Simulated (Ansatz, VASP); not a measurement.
# One calculation of SnO, two programs

POSCAR

```
SnO
1.0
    3.7925880617      0.0000000000      0.0000000000
    0.0000000000      3.7925880617      0.0000000000
    0.0000000000      0.0000000000      4.7108033556
Sn O
2 2
Direct
    0.0000000000      0.5000000000      0.2430273738
    0.5000000000      0.0000000000      0.7569726262
    0.5000000000      0.5000000000      0.0000000000
    0.0000000000      0.0000000000      0.0000000000
```

File INCAR.step1:

```
SYSTEM = SnO
PREC     = Accurate       ! precision mode
ENCUT    = 520            ! plane-wave cutoff, eV
ISMEAR   = -1             ! smearing method
SIGMA    = 0.02           ! smearing width, eV
LREAL    = .False.        ! projectors in reciprocal space
LASPH    = .True.         ! aspherical terms in the spheres
NELM     = 60             ! most SCF steps
NBANDS   = 28             ! bands
GGA      = PE             ! functional
ALGO     = Normal         ! electronic algorithm
EDIFF    = 1E-4           ! SCF threshold, eV
LWAVE    = .True.         ! write WAVECAR
LCHARG   = .False.        ! write CHGCAR
```

The input INCAR.step2:

```
SYSTEM = SnO
PREC     = Accurate       ! precision mode
ENCUT    = 520            ! plane-wave cutoff, eV
EDIFF    = 1E-7           ! SCF threshold, eV
ISMEAR   = -1             ! smearing method
SIGMA    = 0.02           ! smearing width, eV
LREAL    = .False.        ! projectors in reciprocal space
LASPH    = .True.         ! aspherical terms in the spheres
NELM     = 60             ! most SCF steps
ALGO     = Normal         ! electronic algorithm
ISIF     = 2              ! what is computed and relaxed
LWAVE    = .False.        ! write WAVECAR
LCHARG   = .False.        ! write CHGCAR
METAGGA  = R2SCAN         ! meta-GGA
LMIXTAU  = .True.       
NBANDS   = 28             ! bands
ISTART   = 1
```

KPOINTS

```
Automatic mesh
0
Gamma
  6 6 6
  0 0 0
```

Input for Ansatz:

```yaml
crystal:
  lattice:
    - [3.7925880617, 0.0, 0.0]
    - [0.0, 3.7925880617, 0.0]
    - [0.0, 0.0, 4.7108033556]
  atoms:
    - { symbol: Sn, position: [0.0, 0.5, 0.2430273738] }
    - { symbol: Sn, position: [0.5, 0.0, 0.7569726262] }
    - { symbol: O, position: [0.5, 0.5, 0.0] }
    - { symbol: O, position: [0.0, 0.0, 0.0] }
kpoints:
  mp_grid: { grid: [6, 6, 6] }
  band_path:
    path:
      - [0.0, 0.0, 0.0]
      - [0.0, 0.5, 0.0]
      - [0.5, 0.5, 0.0]
      - [0.0, 0.0, 0.5]
      - [0.0, 0.5, 0.5]
      - [0.5, 0.5, 0.5]
      - [-0.0625, -0.0625, 0.0]
    npoints: 1
hamiltonian:
  xc: r2scan
scf:
  occupations: { method: fermi_dirac, width: 0.02 }
  n_extra_bands: 5
output:
  forces: true
  stress: true
  eigenvalues: true
```

Change from the starting cell: uniaxial_z strain -1.0%.

Alike in both runs: task single point; functional r2SCAN; k mesh 6 × 6 × 6; occupations fermi-dirac, width 0.02 eV; no spin polarisation.

```csv
,VASP,Ansatz
version,VASP 6.6.1,Ansatz 0.2.0
potentials or method,"VASP PAW PBE potentials, release 64 (Sn_d, O)","plane waves, PAW"
plane-wave cutoff (eV),520,500
valence electrons in the cell,40,40
```

Ansatz gave:

```
pressure (GPa)                                  : 1.4
largest component of the traceless stress (GPa) : 0.25
rms of the force components (eV/Å)              : 0.006
```

What did VASP give for the same quantities?

Pressure (GPa): 2.1; largest component of the traceless stress (GPa): 0.20; rms of the force components (eV/Å): 0.053.

Atom by atom the forces differ by 0.060 eV/Å (rms over components). The functional is the same, so the differences come from potentials, cutoffs and numerics.

Caveats: the PAW data sets were made with another functional, which shifts forces and pressure a little (VASP).
